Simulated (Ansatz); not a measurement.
# CoSi2 (Fm-3m) in Ansatz: band structure with PBEsol

Aim: the band structure of CoSi2 with PBEsol.

All numbers are computed with Ansatz 0.2.0; they aren't measurements. Logs are shortened: lines on timing, memory, paths and dates and some standing lists are left out, and cuts for length are marked.

## Step 1: Starting point

The structure is cubic, space group Fm-3m (No. 225). Conventional cell: a = 5.356 Å, b = 5.356 Å, c = 5.356 Å, α = 90.00°, β = 90.00°, γ = 90.00°. Around Co (site symmetry m-3m) lie 8 Si at 2.32 Å. Si (site symmetry -43m) has 4 Co at 2.32 Å as nearest neighbours.

## Step 2: Band structure, PBEsol, collinear spin, ferromagnetic start

input.yaml reads:

```yaml
crystal:
  lattice:
    - [0.0, 2.678, 2.678]
    - [2.678, 0.0, 2.678]
    - [2.678, 2.678, 0.0]
  atoms:
    - { symbol: Co, position: [0.0, 0.0, 0.0], spin: 2.0 }
    - { symbol: Si, position: [0.75, 0.75, 0.75] }
    - { symbol: Si, position: [0.25, 0.25, 0.25] }
hamiltonian:
  xc: pbesol
  pseudopotentials: { kind: paw }
magnetization:
  spin_polarized: true
kpoints:
  mp_grid: { grid: [9, 9, 9] }
  band_path:
    path:
      - [[0.0, 0.0, 0.0], [0.5, 0.0, 0.5], [0.5, 0.25, 0.75], [0.375, 0.375, 0.75], [0.0, 0.0, 0.0], [0.5, 0.5, 0.5], [0.625, 0.25, 0.625], [0.5, 0.25, 0.75], [0.5, 0.5, 0.5], [0.375, 0.375, 0.75]]
      - [[0.625, 0.25, 0.625], [0.5, 0.0, 0.5]]
    npoints: 14
scf:
  occupations: { method: fermi_dirac, width: 0.05 }
  n_extra_bands: 7
output:
  forces: true
  stress: true
  eigenvalues: true
  fatbands: true
  write_density: true
  write_potential: true
  elf: true
  volumetric_format: npy
```

Potentials or basis: Ansatz PAW.

Run with:

```bash
$ ansatz run input.yaml --threads 2 --pin off --max-ram 5632MiB --backend cpu --events-out ev --progress --plain --runs-dir out
```

What it wrote:

```text
Warning: RAYON_NUM_THREADS=2 ignored (pool sized by the plan → 2); use --threads N
scf.n_extra_bands = 7 over 13 filled bands (N_el = 25.0): the run solves 20 bands
Engine: ansatz 0.2.0, x86_64-unknown-linux-gnu
Pseudopotentials: kind: paw
Pseudopotential: Co, paw, valence charge 17, recommended cutoff 420 eV (normal), Co.paw.azcp
Pseudopotential: Si, paw, valence charge 4, recommended cutoff 420 eV (normal), Si.paw.azcp
Functional definition: PBEsol
  exchange = pbesol_x
  correlation = pbesol_c
Crystal: 3 atoms, lattice volume = 38.412 Å³
Basis set: ecut = 420 eV, 749 PW (Γ), exchange–correlation on 54×54×54 points (8 copies of the dense FFT grid, shifted against one another)
Bands: 20, of which v1, the nominal top of the filled ones, is band 13 counted from 1 (12 counted from 0)
Symmetry: 48 space group operations
Space group: Fm-3m (ITA 225), of the structure as read, at distance tolerance 3.4e-5 Å
Magnetic group: BNS 225.116 (UNI 1618), of the structure as read, at distance tolerance 3.4e-5 Å
k-points: 35 of 729
Non-local potential: Co, projectors of the file, l = 0: 3, l = 1: 2, l = 2: 3, l = 3: 1
Non-local potential: Si, projectors of the file, l = 0: 2, l = 1: 2, l = 2: 2
PAW form: soft (Blöchl's): semilocal exchange-correlation on the pseudo side does not see the compensation charge
PAW frozen core: Co, regenerated for the run's functional, and the local potential with it (the file was generated under x = pbe(κ = 0.804, μ = 0.2195149727645171), c = pbe(β = 0.06672455060314922))
PAW frozen core: Si, regenerated for the run's functional, and the local potential with it (the file was generated under x = pbe(κ = 0.804, μ = 0.2195149727645171), c = pbe(β = 0.06672455060314922))
PAW one-centre angular grid: Co, 590 points (default); XC on 64 Gauss nodes
PAW one-centre angular grid: Si, 110 points (default); XC on 64 Gauss nodes
Initial density: superposition of atomic densities (chi_scale 0.1, normalization cell)
Starting moments: Σ|m| = 2 μB on 1 of 3 sites
Initial wavefunctions: pseudopotential atomic-orbital guess
Functional: x = pbesol(κ = 0.804, μ = 0.12345679012345678), c = pbesol(β = 0.046)
SCF iter   1: F=—  HF=-6337.066357 eV  |F-HF|=—  |Δ(HF+E_count)|=         —  Δρ=1.64e-1 (↑1.64e-1 ↓8.85e-2)  dr2=1.98e0  dr2_m=5.27e0  M=0.299 μB ∫|m|=0.381 μB  β_m=0.30  ethr=3.10e-3  ⟨swp⟩=5.7  Hψ=6957  notcnv=0  defer=3
Mixer restart at iter 1: flushing history
preconditioner: auto → Kerker (q_TF=auto, 2.540 Å⁻¹)  [metal: Δε(μ)=0.029 eV  Ē_g=10.075 eV  σ=0.050 eV  W_gap=0.14  n_scr=14 (ndim 8)  ℏωp=24.7 eV  f_vac=0.000  D(μ)=1.81/eV (n_scr^D=14)]
spin=Collinear: Kerker preconditioning applied to the charge; magnetization (m = ρ↑ − ρ↓) channel mixes plain (no charge-response kernel on spin).
SCF iter   2: F=—  HF=-6336.137039 eV  |F-HF|=—  |Δ(HF+E_count)|=   9.29e-1  Δρ=1.08e-1 (↑8.42e-2 ↓1.08e-1)  dr2=1.08e0  dr2_m=3.11e0  M=0.187 μB ∫|m|=0.263 μB  β_m=0.58  ethr=3.10e-3  ⟨swp⟩=2.4  Hψ=2927  notcnv=0  defer=129
SCF iter   3: F=—  HF=-6337.609955 eV  |F-HF|=—  |Δ(HF+E_count)|=    1.47e0  Δρ=4.95e-2 (↑4.95e-2 ↓4.63e-2)  dr2=4.58e-1  dr2_m=7.36e-1  M=0.075 μB ∫|m|=0.115 μB  β_m=0.79  ethr=3.10e-3  ⟨swp⟩=2.7  Hψ=2459  notcnv=0  defer=138
SCF iter   4: F=—  HF=-6337.767361 eV  |F-HF|=—  |Δ(HF+E_count)|=   1.57e-1  Δρ=1.77e-2 (↑1.77e-2 ↓1.46e-2)  dr2=4.08e-1  dr2_m=1.03e-3  M=-0.004 μB ∫|m|=0.004 μB  β_m=0.76  ethr=1.83e-3  ⟨swp⟩=2.8  Hψ=2930  notcnv=0  defer=147
SCF iter   5: F=—  HF=-6337.696201 eV  |F-HF|=—  |Δ(HF+E_count)|=   7.12e-2  Δρ=1.10e-2 (↑1.10e-2 ↓9.94e-3)  dr2=9.10e-2  dr2_m=1.05e-4  M=0.001 μB ∫|m|=0.003 μB  β_m=0.88  ethr=1.63e-3  ⟨swp⟩=2.0  Hψ=2065  notcnv=0  defer=147
SCF iter   6: F=—  HF=-6337.705478 eV  |F-HF|=—  |Δ(HF+E_count)|=   9.28e-3  Δρ=3.55e-3 (↑1.85e-3 ↓3.55e-3)  dr2=6.48e-3  dr2_m=3.86e-4  M=-0.004 μB ∫|m|=0.005 μB  β_m=0.94  ethr=3.64e-4  ⟨swp⟩=2.1  Hψ=2369  notcnv=0  defer=144
SCF iter   7: F=—  HF=-6337.707196 eV  |F-HF|=—  |Δ(HF+E_count)|=   1.72e-3  Δρ=7.14e-4 (↑7.14e-4 ↓5.05e-4)  dr2=5.05e-4  dr2_m=5.56e-6  M=-0.001 μB ∫|m|=0.001 μB  β_m=0.97  ethr=2.59e-5  ⟨swp⟩=2.0  Hψ=2638  notcnv=0  defer=144
SCF iter   8: F=—  HF=-6337.707173 eV  |F-HF|=—  |Δ(HF+E_count)|=   2.30e-5  Δρ=1.23e-4 (↑1.23e-4 ↓9.80e-5)  dr2=2.08e-5  dr2_m=2.14e-7  M=-0.000 μB ∫|m|=0.000 μB  β_m=0.99  ethr=2.02e-6  ⟨swp⟩=1.3  Hψ=1521  notcnv=0  defer=144
SCF iter   9: F=—  HF=-6337.707177 eV  |F-HF|=—  |Δ(HF+E_count)|=   4.14e-6  Δρ=4.66e-5 (↑4.15e-5 ↓4.66e-5)  dr2=3.54e-6  dr2_m=6.74e-9  M=-0.000 μB ∫|m|=0.000 μB  β_m=0.99  ethr=8.33e-8  ⟨swp⟩=2.2  Hψ=1962  notcnv=0  defer=144
SCF iter  10: F=—  HF=-6337.707177 eV  |F-HF|=—  |Δ(HF+E_count)|=   7.79e-8  Δρ=6.57e-6 (↑5.14e-6 ↓6.57e-6)  dr2=5.13e-8  dr2_m=2.51e-10  M=0.000 μB ∫|m|=0.000 μB  β_m=1.00  ethr=1.41e-8  ⟨swp⟩=2.0  Hψ=1848  notcnv=0  defer=144
SCF iter  11: F=—  HF=-6337.707177 eV  |F-HF|=—  |Δ(HF+E_count)|=   1.08e-9  Δρ=2.82e-6 (↑2.82e-6 ↓2.50e-6)  dr2=8.31e-9  dr2_m=9.47e-12  M=0.000 μB ∫|m|=0.000 μB  β_m=1.00  ethr=2.05e-10  ⟨swp⟩=2.3  Hψ=1920  notcnv=0  defer=144
SCF iter  12: F=-6337.707177 eV  HF=-6337.707177 eV  |F-HF|=8.64e-11  |Δ(HF+E_count)|=  5.37e-10  Δρ=3.05e-7 (↑3.05e-7 ↓2.64e-7)  dr2=8.60e-11  dr2_m=1.76e-13  M=0.000 μB ∫|m|=0.000 μB  ethr=3.33e-11  ⟨swp⟩=10.5  Hψ=8227  notcnv=0
SCF 1 converged in 12 iterations: F = -6337.707177 eV  dr2 = 8.60e-11
WARN: the starting moments were not kept: the SCF closed with an absolute magnetisation of 1.7e-7 μB, where they sum to 2 μB in size (1 site). That is at most 0.1 of that sum. Measured as dr2_m measures the in/out step, that magnetisation stands 4.2e-14 eV from none, at or under the dr2_threshold of 1.0e-7 eV: it is no larger than a step whose dr2_m would equal this threshold. The system may hold no moment; this SCF shows only that its start led to no more than that. To try another start: raise the starting moments (crystal.atoms[].spin, magnetization.per_species, magnetization.initial_magnetization, or on a non-collinear deck that types none of these the spinor_matrix: blocks that start its atoms; where the total moment is fixed, keep their sum and leave initial_magnetization as it is; typed ones take the place of any that the run laid by itself, positive ones on a crystal's lanthanoids without a Hubbard term where scf.initial_density.shell_occupations: [] is typed) or, if the notice of its spin-set hold's release reads "site moments contracting" or "site moments show no strong build", lengthen the hold (scf.mixing.spin_hold: { on: { confirm: 4 } }; for m-r²SCAN on two components see the key's manual first). Each may lead to a state that holds a moment. A second SCF, from the converged charge density, with the starting moments and any scf.initial_density.shell_occupations laid on it anew, would have followed, and was not run: the deck does not ask for one (magnetization.retry_lost_moments is false, the default). To let it run, set magnetization.retry_lost_moments: true and run the deck again, where that key's refused combinations let it; where memory then withholds it, that run's warning says so.
NSCF: frozen V_eff on 142 k-points
SCF converged after 12 iterations
Magnetization: 0.0000 μB (12.5000 up, 12.5000 down)
Absolute magnetization: 0.0000 μB (∫|ρ↑−ρ↓|, with the PAW one-centre terms)
Spin contamination: 0.0000 ħ² per cell (⟨S²⟩ above its minimum at these occupations)
Per-site moments (μB) at R_I (Å): [(1.1244144945209148e-7, 0.9566766129255746), (-1.049373350940015e-8, 0.9566766129255746), (-1.0493733541101065e-8, 0.9566766129255748)]
Free energy (F): -6337.707177 eV
Harris-Foulkes:  -6337.707177 eV  (|F-HF|=8.64e-11)
Internal energy: -6337.696995 eV  (E = F + TS)
E sigma→0 (E₀):  -6337.702086 eV
Entropy (-TS):   -0.010182 eV (-3.394 meV/atom)
Fermi energy:    12.747777 eV
--- Per-component energies (eV) ---
  E_band       = -285.191008
  E_kinetic    = 547.638923
  E_local      = -4097.584347  (includes V_loc(G=0)·N_el)
  E_nonlocal   = 503.466891
  E_hartree    = 1780.622211
  E_xc         = -272.055660
  E_vxc        = -304.875657  (∫ρ·V_xc dr)
  E_paw        = -2481.550249  (= ΣΔE_a)
  E_vpaw       = -495.082101  (= ΣTr[D̂ρ^β])
  E_aug_tail   = 0.000131  (compensation charges beyond the density's cutoff)
  E_ewald      = -2318.486437
  E_core_change = 0.251541  (= ΣΔE_core)
  E_smearing   = -0.010182  (= −TS)
  E_closure    = 0.000000  (closes the sum)
  Σ components = -6337.707177   (vs F -6337.707177, Δ=0.00e0)
--- Forces (eV/Å), atoms counted from 1 ---
  atom   1  Co    -0.00000000     0.00000000     0.00000000
  atom   2  Si     0.00000000    -0.00000000    -0.00000000
  atom   3  Si    -0.00000000     0.00000000     0.00000000
  max |Σ_I F_I| component: 3.70e-17 eV/Å
--- Stress (GPa, compression-positive) ---
       -4.447463      -0.000000       0.000000
        0.000000      -4.447463       0.000000
        0.000000       0.000000      -4.447463
  P = ⅓ Tr σ = -4.4475 GPa (-44.475 kbar)
--- Band table (eV; the first three rows and the last of 70) ---
  k-point 0 ↑: bands = ["-81.6698", "-45.1258", "-45.1258", "-45.1258", "-0.3523", "8.6918", "8.6918", "8.6918", "10.8782", "10.8782", "13.5548", "16.1855", "16.1855", "16.1855", "16.2295", "16.2295", "16.2295", "18.4253", "18.4253", "18.4253"]
  k-point 1 ↑: bands = ["-81.6698", "-45.1261", "-45.1258", "-45.1258", "-0.1646", "8.2401", "8.7577", "8.7577", "10.8237", "10.8237", "13.5584", "14.5149", "15.2140", "15.2140", "17.1749", "17.1749", "18.0120", "18.0120", "18.0872", "18.2056"]
  k-point 2 ↑: bands = ["-81.6699", "-45.1268", "-45.1260", "-45.1260", "0.3921", "7.1071", "8.9243", "8.9243", "10.7382", "10.7382", "12.2275", "14.2260", "14.2260", "14.8846", "16.8434", "16.8434", "17.4804", "19.0278", "19.0278", "19.8626"]
  k-point 34 ↓: bands = ["-81.6698", "-45.1276", "-45.1273", "-45.1267", "4.1202", "4.9319", "6.9230", "7.0594", "10.2683", "10.5241", "10.9236", "11.3779", "12.1173", "16.0103", "16.6729", "18.3455", "20.0290", "21.8271", "22.9960", "25.1777"]
```

Run time: 6 s. Hardware: 2 threads of AMD EPYC 7R43 (Zen 3), shared host; peak memory 0.41 GiB.

Results:

- Free energy: -6337.7072 eV
- Pressure: -4.4 GPa
- Band gap on the k mesh: none (metal or under the smearing width)
- Net moment: 0.00 μB per cell
- Absolute moment: 0.00 μB per cell

Levels at the corners of the path, in eV from the Fermi level:
Spin up:
```tsv
point	band 10	band 11	band 12	band 13	band 14	band 15	band 16	band 17
Γ	-1.87	0.81	3.44	3.44	3.44	3.48	3.48	3.48
X	-1.94	-1.94	-1.90	-1.29	1.64	2.92	8.60	9.61
W	-2.27	-1.93	-1.41	-0.63	3.68	3.68	5.79	6.62
K	-2.21	-1.74	-1.19	-0.93	2.01	4.96	5.89	7.63
Γ	-1.87	0.81	3.44	3.44	3.44	3.48	3.48	3.48
L	-1.59	-1.59	-0.44	-0.44	2.68	3.47	3.47	4.38
U	-2.21	-1.74	-1.19	-0.93	2.01	4.96	5.89	7.63
W	-2.27	-1.93	-1.41	-0.63	3.68	3.68	5.79	6.62
L	-1.59	-1.59	-0.44	-0.44	2.68	3.47	3.47	4.38
K	-2.21	-1.74	-1.19	-0.93	2.01	4.96	5.89	7.63
U	-2.21	-1.74	-1.19	-0.93	2.01	4.96	5.89	7.63
X	-1.94	-1.94	-1.90	-1.29	1.64	2.92	8.60	9.61
```
Spin down:
```
point  band 11  band 12  band 13  band 14  band 15  band 16
    Γ     0.81     3.44     3.44     3.44     3.48     3.48
    X    -1.94    -1.90    -1.29     1.64     2.92     8.60
    W    -1.93    -1.41    -0.63     3.68     3.68     5.79
    K    -1.74    -1.19    -0.93     2.01     4.96     5.89
    Γ     0.81     3.44     3.44     3.44     3.48     3.48
    L    -1.59    -0.44    -0.44     2.68     3.47     3.47
    U    -1.74    -1.19    -0.93     2.01     4.96     5.89
    W    -1.93    -1.41    -0.63     3.68     3.68     5.79
    L    -1.59    -0.44    -0.44     2.68     3.47     3.47
    K    -1.74    -1.19    -0.93     2.01     4.96     5.89
    U    -1.74    -1.19    -0.93     2.01     4.96     5.89
    X    -1.94    -1.90    -1.29     1.64     2.92     8.60
```

Caveat: the starting moments collapsed, and a magnetic state may lie lower; the PAW data sets come from PBE, with cores solved anew for the run's functional, which leaves a small shift of forces and pressure; the starting moments weren't kept.

## Step 3: For comparison

An earlier run on the cell as given: functional PBEsol; potentials or basis Ansatz PAW; cutoff 420 eV (not typed: the program's choice for these potentials); k mesh 9 × 9 × 9; occupations fermi-dirac, width 0.05 eV; collinear spin, ferromagnetic start; starting moments [2.0, 0.0, 0.0] μB.

- Pressure: -4.4 GPa
- Band gap on the k mesh: none (metal or under the smearing width)
- Net moment: 0.00 μB per cell
- Absolute moment: 0.00 μB per cell
